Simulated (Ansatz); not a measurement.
NaI, NiAs type was relaxed with 4 functionals in the PAW code Ansatz, cell and atoms free, the symmetry of the start kept (meshes: PBE 6×6×4, r2SCAN 6×6×4, PBEsol 6×6×4, LDA 6×6×4). (Calculated; spin-unpolarised; the phase may be known or hypothetical.)

The r2SCAN result:
```cif
data_structure
_symmetry_space_group_name_H-M 'P6_3/mmc'
_symmetry_Int_Tables_number 194
_cell_length_a 4.5046
_cell_length_b 4.5046
_cell_length_c 7.6757
_cell_angle_alpha 90.000
_cell_angle_beta 90.000
_cell_angle_gamma 120.000
_cell_volume 134.89
loop_
_atom_site_label
_atom_site_type_symbol
_atom_site_symmetry_multiplicity
_atom_site_Wyckoff_symbol
_atom_site_fract_x
_atom_site_fract_y
_atom_site_fract_z
_atom_site_occupancy
Na1 Na 2 a 0.00000 0.00000 0.00000 1
I1 I 2 c 0.33333 0.66667 0.25000 1
```

It is hexagonal, P6_3/mmc (No. 194); a = 4.505 Å, c = 7.676 Å in the conventional setting, 33.72 Å³ an atom. Around Na lie 6 I at 3.23 Å; around I lie 6 Na at 3.23 Å.

Problem. Order the functionals by the relaxed volume, smallest first.
A. LDA
B. PBEsol
C. r2SCAN
D. PBE

Solution. A (30.71 Å³/atom), B (32.86 Å³/atom), C (33.72 Å³/atom), D (34.81 Å³/atom).

Problem. How does the cell change with PBEsol?

Solution. a = 4.460 Å, c = 7.631 Å; the volume differs by -2.5 % from r2SCAN's. Na has 6 I at 3.20 Å; I has 6 Na at 3.20 Å.

Problem. What lattice does LDA give?

Solution. a = 4.367 Å, c = 7.438 Å; the volume differs by -8.9 % from r2SCAN's. Na is surrounded by 6 I at 3.13 Å; I is surrounded by 6 Na at 3.13 Å.

Problem. Held at the r2SCAN cell, what mean stress do LDA and PBE find, and does its sign point to their own minimum?

Solution. Yes. LDA -1.56 GPa, and its relaxed volume is -8.9 % from r2SCAN's; PBE +0.52 GPa, and its relaxed volume is +3.2 % from r2SCAN's. Compression counts positive, so a positive stress asks for a larger cell.
